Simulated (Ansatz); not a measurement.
# AlN: which structure wins at one pressure

Which of rocksalt, CsCl, zincblende, wurtzite, NiAs has the lowest enthalpy for AlN at one common pressure? Methods of the runs shown: PAW.

Program: Ansatz 0.2.0. Level of theory: DFT, PBE, PAW with Ansatz's default frozen-core files, scalar-relativistic. These are calculated values, not measurements.

## 1. The starting structure

The structure is cubic, space group Fm-3m (No. 225). The conventional cell has a = 4.309 Å, b = 4.309 Å, c = 4.309 Å, α = 90.00°, β = 90.00°, γ = 90.00°. Around Al (site symmetry m-3m) lie 6 N at 2.15 Å. N (site symmetry m-3m) is surrounded by 6 Al at 2.15 Å.

Coordinates:

```xyz
2
Lattice="0.0000 2.1544 2.1544 2.1544 0.0000 2.1544 2.1544 2.1544 0.0000" Properties=species:S:1:pos:R:3 pbc="T T T"
Al    0.0000    0.0000    0.0000
N     2.1544    2.1544    2.1544
```

Atoms are numbered in the order of the input: Al1, N2.

## 2. Cell relaxed at zero pressure, PAW

The input, input.yaml:

```yaml
crystal:
  lattice:
    - [0.0, 2.15443469, 2.15443469]
    - [2.15443469, 0.0, 2.15443469]
    - [2.15443469, 2.15443469, 0.0]
  atoms:
    - { symbol: Al, position: [0.0, 0.0, 0.0] }
    - { symbol: "N", position: [0.5, 0.5, 0.5] }
kpoints:
  mp_grid: { grid: [16, 16, 16] }
scf:
  occupations: { method: fermi_dirac, width: 0.08 }
hamiltonian:
  xc: pbe
  pseudopotentials: { kind: paw }
output:
  forces: true
  stress: true
relax:
  f_tol: 0.005
  max_steps: 40
  cell: {}
```

On the command line:

```console
> ansatz run input.yaml --threads 1 --pin off --max-ram 3584MiB --backend cpu --events-out ev --progress --plain --runs-dir out
```

After this run come: Volume scaled by 0.93, to set the pressure, PAW; Rocksalt relaxed under pressure, PAW; CsCl relaxed under pressure, PAW; Zincblende relaxed under pressure, PAW; Wurtzite relaxed under pressure, PAW; NiAs relaxed under pressure, PAW.

**Question.** What will these runs give? Wanted: pressure; lowest.

**Answer**, as computed:

| quantity | value |
| --- | --- |
| pressure | 21 GPa |
| lowest (PAW) | rocksalt, 97.1 meV/atom under wurtzite |

In words: By PAW the order is rocksalt < wurtzite < zincblende < NiAs < CsCl. Only these structures were tried, with electrons smeared by 0.08 eV and without vibrations, so the true ground state may be another. The k meshes differ between phases and weren't tested, which can move differences by some meV.
